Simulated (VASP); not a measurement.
# Li (P6/mmm) in VASP: notebook

The runs below take Li through relaxation of cell and atoms, with PBE.

All numbers are computed with VASP 6.6.1; they aren't measurements. Logs are shortened: lines on timing, memory, paths and dates and some standing lists are left out, and cuts for length are marked.

### Step 1. The crystal as given

The structure is hexagonal, space group P6/mmm (No. 191). Conventional cell: a = 2.936 Å, b = 2.936 Å, c = 2.715 Å, α = 90.00°, β = 90.00°, γ = 120.00°. Around Li (site symmetry 6/mmm) lie 8 Li at 2.71 to 2.94 Å.

The cell was built by a generator and needn't be a form met in nature.

### Step 2. Relaxation of cell and atoms, PBE, target pressure 20 GPa, at which the enthalpy is minimised

Contents of INCAR:

```
SYSTEM = Li
ALGO = Normal
EDIFF = 1E-7
EDIFFG = -0.01
ENCUT = 600
GGA = PE
IBRION = 2
ISIF = 3
ISMEAR = -1
LASPH = .True.
LCHARG = .False.
LREAL = .False.
LWAVE = .False.
NELM = 80
NSW = 60
PREC = Accurate
PSTRESS = 200
SIGMA = 0.05
```

Contents of KPOINTS:

```
k-points
0
Gamma
  10 10 10
  0 0 0
```

Contents of POSCAR:

```
Li
1.0
    2.9357600000      0.0000000000      0.0000000000
   -1.4678800000      2.5424500000      0.0000000000
    0.0000000000      0.0000000000      2.7146800000
Li
1
Direct
    0.0000000000      0.0000000000      0.0000000000
```

Potentials or basis: VASP PAW PBE potentials, release 64 (Li_sv).

The run is started by

```sh
> cat potpaw_PBE.64/Li_sv/POTCAR > POTCAR
> mpirun -np 1 vasp_std > vasp.out
```

OUTCAR:

```text
SYSTEM = Li
   EDIFF = 1E-7
   EDIFFG = -0.01
   ENCUT = 600
   GGA = PE
   IBRION = 2
   ISIF = 3
   ISMEAR = -1
   LASPH = .True.
   LREAL = .False.
   NELM = 80
   NSW = 60
   PREC = Accurate
   PSTRESS = 200

 ion  position               nearest neighbor table
   1  0.000  0.000  0.000-

  LATTYP: Found a hexagonal cell.
 ALAT       =     2.9357600000
 C/A-ratio  =     0.9246941167

  Lattice vectors:

 A1 = (   2.9357600000,   0.0000000000,   0.0000000000)
 A2 = (  -1.4678800000,   2.5424500000,   0.0000000000)
 A3 = (   0.0000000000,   0.0000000000,   2.7146800000)

Analysis of symmetry for initial positions (statically):
=====================================================================
 Subroutine PRICEL returns:
 Original cell was already a primitive cell.

 Routine SETGRP: Setting up the symmetry group for a
 hexagonal supercell.

 Subroutine GETGRP returns: Found 24 space group operations
 (whereof 24 operations were pure point group operations)
 out of a pool of 24 trial point group operations.

The static configuration has the point symmetry D_6h.

Analysis of symmetry for dynamics (positions and initial velocities):
=====================================================================
 Subroutine PRICEL returns:
 Original cell was already a primitive cell.

 Routine SETGRP: Setting up the symmetry group for a
 hexagonal supercell.

 Subroutine GETGRP returns: Found 24 space group operations
 (whereof 24 operations were pure point group operations)
 out of a pool of 24 trial point group operations.

The dynamic configuration has the point symmetry D_6h.

 Subroutine INISYM returns: Found 24 space group operations
 (whereof 24 operations are pure point group operations),
 and found     1 'primitive' translations

----------------------------------------------------------------------------------------

                                     Primitive cell

  volume of cell :      20.2624

  direct lattice vectors                    reciprocal lattice vectors
     2.935760000  0.000000000  0.000000000     0.340627299  0.196660701  0.000000000
    -1.467880000  2.542450000  0.000000000     0.000000000  0.393321403  0.000000000
     0.000000000  0.000000000  2.714680000     0.000000000  0.000000000  0.368367542

  length of vectors
     2.935760000  2.935766288  2.714680000     0.393322245  0.393321403  0.368367542

  position of ions in fractional coordinates (direct lattice)
     0.000000000  0.000000000  0.000000000

  ion indices of the primitive-cell ions
   primitive index   ion index
                 1           1

----------------------------------------------------------------------------------------

 KPOINTS: k-points

Automatic generation of k-mesh.
 Grid dimensions read from file:
 generate k-points for:   10   10   10

 Generating k-lattice:

  Cartesian coordinates                     Fractional coordinates (reciprocal lattice)
     0.034062730  0.019666070  0.000000000     0.100000000  0.000000000  0.000000000
     0.000000000  0.039332140  0.000000000     0.000000000  0.100000000  0.000000000
     0.000000000  0.000000000  0.036836754     0.000000000  0.000000000  0.100000000

  Length of vectors
     0.039332225  0.039332140  0.036836754

  Shift w.r.t. Gamma in fractional coordinates (k-lattice)
     0.000000000  0.000000000  0.000000000

 Subroutine IBZKPT returns following result:
 ===========================================

 Found     84 irreducible k-points:

 Following reciprocal coordinates:
            Coordinates               Weight
  0.000000  0.000000  0.000000      1.000000
  0.100000  0.000000  0.000000      6.000000
  0.200000  0.000000  0.000000      6.000000
  0.300000 -0.000000  0.000000      6.000000
  0.400000 -0.000000  0.000000      6.000000
  0.500000 -0.000000  0.000000      3.000000
[... 16 lines left out ...]
  0.300000  0.100000  0.100000     24.000000
  0.400000  0.100000  0.100000     24.000000
 [... further k-points ...]
   k-points           NKPTS =     84   k-points in BZ     NKDIM =     84   number of bands    NBANDS=      5
   number of dos      NEDOS =    301   number of ions     NIONS =      1
   total plane-waves  NPLWV =  13824
   dimension x,y,z NGX =    24 NGY =   24 NGZ =   24
   dimension x,y,z NGXF=    48 NGYF=   48 NGZF=   48
   ions per type =               1
   NGX,Y,Z   is equivalent  to a cutoff of  13.59, 13.59, 14.70 a.u.
   NGXF,Y,Z  is equivalent  to a cutoff of  27.18, 27.18, 29.40 a.u.
 SYSTEM =  Li
   PREC   = accura    normal or accurate (medium, high low for compatibility)
   ISTART =      0    job   : 0-new  1-cont  2-samecut
   ICHARG =      2    charge: 1-file 2-atom 10-const
   ISPIN  =      1    spin polarized calculation?
   LNONCOLLINEAR =      F non collinear calculations
   LSORBIT =      F    spin-orbit coupling
   LASPH  =      T    aspherical Exc in radial PAW
   ENCUT  =  600.0 eV  44.10 Ry    6.64 a.u.   5.86  5.86  5.42*2*pi/ulx,y,z
   NELM   =     80;   NELMIN=  2; NELMDL= -5     # of ELM steps
   EDIFF  = 0.1E-06   stopping-criterion for ELM
   LREAL  =      F    real-space projection
   EDIFFG = -.1E-01   stopping-criterion for IOM
   NSW    =     60    number of steps for IOM
   IBRION =      2    ionic relax: 0-MD 1-quasi-New 2-CG
   NFREE  =      1    steps in history (QN), initial steepest desc. (CG)
   ISIF   =      3    stress and relaxation
   ISYM   =      2    0-nonsym 1-usesym 2-fastsym
   POTIM  = 0.5000    time-step for ionic-motion
   TEBEG  =    0.0;   TEEND  =   0.0 temperature during run
   PSTRESS=  200.0 pullay stress
   NELECT =       3.0000    total number of electrons
   NUPDOWN=      -1.0000    fix difference up-down
   EMIN   =  10.00;   EMAX   =-10.00  energy-range for DOS
   EFERMI =   0.00;   METHOD = LEGACY
   ISMEAR =    -1;   SIGMA  =   0.05  broadening in eV -4-tet -1-fermi 0-gaus
   EFERMI_NEDOS =   21; number of points for ismear=-14 and -15
   IALGO  =     38    algorithm
   IMIX   =      4    mixing-type and parameters
     AMIX     =   0.40;   BMIX     =  1.00
     AMIX_MAG =   1.60;   BMIX_MAG =  1.00
  volume/ion in A,a.u.               =      20.26       136.74
  Fermi-wavevector in a.u.,A,eV,Ry     =   0.866067  1.636629 10.205344  0.750072
  Thomas-Fermi vector in A             =   1.984402
   LORBIT       =      0    0 simple, 1 ext, 2 COOP (PROOUT), +10 PAW based schemes
   GGA     = PE    functional components
   LHFCALC =     F    Hartree Fock is set to
   AEXX    =    0.0000 exact exchange contribution
   IVDW    =     0    specifies the selected vdW correction
   LEPSILON=     F    determine dielectric tensor
   LRPA    =     F    only Hartree local field effects (RPA)
 conjugate gradient relaxation of ions
 non-spin polarized calculation
  energy-cutoff  :      600.00
  volume of cell :       20.26
 maximum number of plane-waves:       690
 NGX is ok and might be reduce to    24
   NGX = 11   NGY = 11   NGZ = 11

--------------------------------------- Ionic step        1  -------------------------------------------

 number of electron       3.0000006 magnetization

 Free energy of the ion-electron system (eV)
  ---------------------------------------------------
  ext. energy  EPLUGINS =         0.00000000
  ---------------------------------------------------
  free energy    TOTEN  =        -1.83912970 eV

  energy without entropy =       -1.83475271  energy(sigma->0) =       -1.83694121

 E-fermi :   0.5861     XC(G=0):  -7.0438

 val. band max:        0.5420951065   @ k =   0.4000   0.1000   0.1000
 cond. band min:       0.6171755042   @ k =   0.2000   0.2000   0.3000
 fundamental gap:      0.0750803976
 Fermi energy:         0.5860954288

 k-point     1 :       0.0000    0.0000    0.0000
  band No.  band energies     occupation
      1     -46.0589      2.00000
      2      -2.9158      2.00000
      3      12.8378      0.00000
      4      14.1260      0.00000
      5      14.1260      0.00000

 k-point     2 :       0.1000    0.0000    0.0000
  band No.  band energies     occupation
      1     -46.0572      2.00000
      2      -2.7447      2.00000
      3      12.3912      0.00000
      4      13.0430      0.00000
      5      13.3429      0.00000
[... 169 lines left out ...]
 k-point    24 :       0.4000    0.1000    0.1000
  band No.  band energies     occupation
      1     -46.0376      2.00000
      2       0.5421      1.41365
      3       3.8498      0.00000
      4       9.0185      0.00000
      5      14.5013      0.00000

 [... further k-points ...]

------------------------ aborting loop because EDIFF is reached ----------------------------------------

  FORCE on cell =-STRESS in cart. coord.  units (eV):
  Direction    XX          YY          ZZ          XY          YZ          ZX
  --------------------------------------------------------------------------------------
  -------------------------------------------------------------------------------------
  Total        0.0328674      0.0328676     -0.1272186      0.0000000     -0.0000000     -0.0000000
  in kB        2.5988708      2.5988856    -10.0593387      0.0000000     -0.0000000     -0.0000000
  external PRESSURE =    -201.6205274 kB  Pullay stress =     200.0000000 kB
[... 244 lines left out ...]
  enthalpy is  TOTEN    =        -0.0854051055 eV   P V=        1.4162856042

--------------------------------------- Ionic step        8  -------------------------------------------

 number of electron       3.0000001 magnetization

 Free energy of the ion-electron system (eV)
  ---------------------------------------------------
  ext. energy  EPLUGINS =         0.00000000
  ---------------------------------------------------
  free energy    TOTEN  =        -1.49094627 eV

  energy without entropy =       -1.48858763  energy(sigma->0) =       -1.48976695

 E-fermi :   2.5229     XC(G=0):  -8.6472

 val. band max:        2.4671165165   @ k =   0.4000  -0.0000   0.2000
 cond. band min:       2.5732162281   @ k =   0.1000   0.1000   0.5000
 fundamental gap:      0.1060997116
 Fermi energy:         2.5228606090

 k-point     1 :       0.0000    0.0000    0.0000
  band No.  band energies     occupation
      1     -43.3162      2.00000
      2      -1.3405      2.00000
      3      22.1210      0.00000
      4      22.4254      0.00000
      5      22.4255      0.00000

 k-point     2 :       0.1000    0.0000    0.0000
  band No.  band energies     occupation
      1     -43.3027      2.00000
      2      -1.1582      2.00000
      3      19.9231      0.00000
      4      21.1738      0.00000
      5      22.4222      0.00000
[... 169 lines left out ...]
 k-point    24 :       0.4000    0.1000    0.1000
  band No.  band energies     occupation
      1     -43.1592      2.00000
      2       2.3529      1.93531
      3       8.1291      0.00000
      4      15.2652      0.00000
      5      23.3986      0.00000

 [... further k-points ...]

------------------------ aborting loop because EDIFF is reached ----------------------------------------

  FORCE on cell =-STRESS in cart. coord.  units (eV):
  Direction    XX          YY          ZZ          XY          YZ          ZX
  --------------------------------------------------------------------------------------
  -------------------------------------------------------------------------------------
  Total        1.4002809      1.4002932      1.4032956      0.0000000      0.0000000      0.0000000
  in kB      199.2760890    199.2778293    199.7051184      0.0000000      0.0000000      0.0000000
  external PRESSURE =      -0.5803211 kB  Pullay stress =     200.0000000 kB
[... 16 lines left out ...]
  FREE ENERGIE OF THE ION-ELECTRON SYSTEM (eV)
  ---------------------------------------------------
  free  energy   TOTEN  =        -1.4909462720 eV

  energy  without entropy=       -1.4885876317  energy(sigma->0) =       -1.48976695

  enthalpy is  TOTEN    =        -0.0855785431 eV   P V=        1.4053677289

 reached required accuracy - stopping structural energy minimisation
```

Run time: 13 s. Hardware: 1 thread of Intel Xeon 6975P-C (Granite Rapids), shared host; peak memory 0.13 GiB.

Results:

| Quantity | Value |
| --- | --- |
| Free energy | -1.4909 eV |
| Relaxed volume | 11.26 Å³/atom |
| Relaxed cell | a = 2.440 Å, b = 2.440 Å, c = 2.184 Å, α = 90.00°, β = 90.00°, γ = 120.00° |
| Space group after relaxing (to 0.05 Å) | P6/mmm (No. 191) |
| Energy change on relaxing (the enthalpy is what falls) | +348.2 meV/atom |
| Ionic steps | 8 |
| Pressure after relaxing | 19.9 GPa |
| Band gap on the k mesh | none (metal or under the smearing width) |

Step by step:
| step | energy change (eV) | largest force (eV/Å) | pressure (GPa) | volume (Å³) |
| --- | --- | --- | --- | --- |
| 1 | 0.0000 | 0.0000 | -0.16 | 20.26 |
| 2 | 0.1376 | 0.0000 | 9.48 | 13.67 |
| 3 | 0.2829 | 0.0000 | 16.72 | 11.84 |
| 4 | 0.3562 | 0.0000 | 20.30 | 11.20 |
| 5 | 0.3379 | 0.0000 | 19.41 | 11.35 |
| 6 | 0.3373 | 0.0000 | 19.41 | 11.35 |
| 7 | 0.3374 | 0.0000 | 19.42 | 11.35 |
| 8 | 0.3482 | 0.0000 | 19.94 | 11.26 |

Final structure:
```yaml
crystal:
  lattice:
    - [2.44000, 0.00000, 0.00000]
    - [-1.22000, 2.11311, 0.00000]
    - [0.00000, 0.00000, 2.18352]
  atoms:
    - { symbol: Li, position: [0.00000, 0.00000, 0.00000] }
```

Caveat: the cutoff is under 1.25 times the usual one of these potentials, so pressure, stress and relaxed cells hold a basis-set (Pulay) error; the cell is relaxed towards a set pressure, so the enthalpy falls and the energy may rise; the volume moved by over 15 % at a fixed basis, so the end points are rough.

[end of part 1 of 2]
